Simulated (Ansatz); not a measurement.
Input and command of a plane-wave DFT calculation in Ansatz:

```yaml
crystal:
  lattice:
    - [0.0, 2.2884505, 2.3233]
    - [2.2884505, 0.0, 2.3233]
    - [2.2884505, 2.2884505, 0.0]
  atoms:
    - { symbol: Na, position: [0.0, 0.0, 0.0] }
    - { symbol: F, position: [0.5, 0.5, 0.5] }
basis:
  ecutwfc: 420
kpoints:
  mp_grid: { grid: [8, 8, 8] }
hamiltonian:
  xc: pbesol
scf:
  occupations: { method: gaussian, width: 0.05 }
output:
  forces: true
  stress: true
  eigenvalues: true
```

```bash
ansatz run input.yaml --threads 1 --pin off --max-ram 2560MiB --backend cpu --events-out ev --progress --plain --runs-dir out
```

Processor: Arm Neoverse V2, 1 thread, on a host shared with other jobs.

Question: How long does it run, and how much memory does it take?

Answer: About 0.89 s on 1 thread of Arm Neoverse V2, with other jobs on the host, peak memory 0.26 GiB. It solves 12 bands at 59 k points (the mesh reduced by symmetry) with about 491 plane waves, in 6 SCF iterations.
